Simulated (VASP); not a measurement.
**Cu3O2: single point with PBEsol**

Crystal: Cu3O2.

```xyz
5
Lattice="-2.0230 2.0230 3.6736 2.0230 -2.0230 3.6736 2.0230 2.0230 -3.6736" Properties=species:S:1:pos:R:3 pbc="T T T"
Cu    0.0593    0.0371   -0.0039
Cu    0.0112    1.9641    1.8003
Cu    2.0288    0.0310    1.8790
O    -0.0155    2.0425    0.0007
O     2.0125    0.0113    0.0417
```

The cell comes from a database or a generator and needn't be the stable form of this composition.

The cell isn't the ideal one: atoms moved at random, drawn with an rms of 0.05 Å.

```
Program             : VASP 6.6.1
Task                : single point
Functional          : PBEsol
Potentials or basis : VASP PAW PBE potentials, release 64 (Cu, O)
Cutoff              : 520 eV
k mesh              : 9 × 9 × 9
Occupations         : fermi-dirac, width 0.05 eV
Spin                : no spin polarisation
```

* Pressure: -4.6 GPa
* Largest force: 1.267 eV/Å
* Band gap on the k mesh: none (metal or under the smearing width)

Forces on the atoms (eV/Å):
```
Cu  -0.564 -0.230  0.025
Cu   0.016  0.185  1.253
Cu   0.027 -0.035 -0.654
O    0.057  0.096  0.025
O    0.465 -0.015 -0.650
```

Stress tensor (GPa, compression positive):
```
-4.61 -0.08  0.10
-0.08 -3.28  0.10
 0.10  0.10 -5.98
```

Levels at points of the mesh, in eV from the Fermi level:
| k point | band 20 | band 21 | band 22 | band 23 | band 24 | band 25 | band 26 | band 27 |
| --- | --- | --- | --- | --- | --- | --- | --- | --- |
| (0.00, 0.00, 0.00) | -1.46 | -0.79 | -0.74 | 0.36 | 0.46 | 5.11 | 5.15 | 6.85 |

Wall time 3.6 min on 2 MPI ranks on Intel(R) Xeon(R) 6975P-C (Granite Rapids), on a shared host, peak memory 0.6 GiB a rank.

Caveat: the PAW data sets were made with another functional, which shifts forces and pressure a little; an odd number of electrons without spin polarisation forces a metal; a magnetic or distorted state may lie lower; the run has no spin polarisation, though such a crystal can be magnetic; semilocal functionals often make such compounds metallic where correlation or magnetic order opens a gap, which also shifts bond lengths.
